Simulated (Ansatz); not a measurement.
**Formulas on structure types**

Theory: DFT PBEsol, scalar-relativistic, plane waves, PAW in Ansatz 0.2.0. All cells share a 420 eV cutoff and Γ-centred k meshes spaced at most 0.3 Å⁻¹ (0.19 for metals, 2π included).

Each formula was placed on the sites of the named type and relaxed at zero pressure without lowering the symmetry. No run is spin-polarised. The smearing is 0.1 eV for metals and 0.01 to 0.02 eV otherwise. The zero of energy is the elements' standard structures at the same level; no fitted shifts are applied.

For metals, differences of a few meV/atom aren't resolved.

| formula | started on type | final group | a or a / b (Å) | c (Å) | V (Å³/atom) | E over elements (eV/atom) | gap on mesh (eV) |
| --- | --- | --- | --- | --- | --- | --- | --- |
| Cs | diamond | Fd-3m | 11.10 | 11.10 | 171.0 | ? | 0.00 |
| Cs | beta-tin | I4_1/amd | 9.45 | 5.11 | 114.1 | 0.06 | 0.00 |
| Cs | simple hexagonal | P6/mmm | 5.19 | 4.89 | 114.1 | 0.05 | 0.00 |
| Cs | alpha-gallium | Fmmm | 5.56 / 8.75 | 18.46 | 112.3 | 0.03 | 0.00 |
| Cs | black phosphorus | Fmmm | 5.50 / 8.80 | 18.68 | 112.9 | 0.03 | 0.00 |
| Cs | omega | P6/mmm | 8.59 | 5.15 | 109.6 | 0.01 | 0.00 |
| Cs | alpha-boron | R-3m | 12.02 | 39.69 | 138.0 | 0.14 | 0.00 |

(1) E over elements (eV/atom) of Cs on the diamond type?

Results:

(1) 0.28